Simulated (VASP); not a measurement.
Here is a VASP 6.6.1 calculation.

Contents of INCAR:

```
ALGO = Normal
EDIFF = 1E-7
EDIFFG = -0.01
ENCUT = 600
GGA = PE
IBRION = 2
ISIF = 4
ISMEAR = 0
IVDW = 12
LASPH = True
LCHARG = False
LREAL = False
LWAVE = False
NELM = 80
NSW = 40
PREC = Accurate
SIGMA = 0.03
```

Contents of KPOINTS:

```
k-points
0
Gamma
  9 9 6
```

POSCAR

```
Te                                      
1.0
    4.2230221933     -0.0000000000     -0.0000000000
   -2.1115110966      3.6572445002      0.0000000000
    0.0000000000      0.0000000000      5.8517877835
  Te            
     3
Direct
     0.2853094469543933    0.0000000000000000    0.3333333332999970
     0.0000000000000000    0.2853094469543933    0.6666666667000030
     0.7146905530456067    0.7146905530456067    0.0000000000000000
```

Potentials or basis: VASP PAW PBE potentials, release 64 (Te).

Launch:

```sh
$ cat potpaw_PBE.64/Te/POTCAR > POTCAR
$ mpirun -np 1 vasp_std > vasp.out
```

(1) What does it give for the dispersion energy per atom?

(2) What does it give for the band gap on the k mesh?

(3) Estimate the energy gained by relaxing.

## Answers

(1) -0.488 eV.

(2) none (metal or under the smearing width).

(3) 7.9 meV/atom.
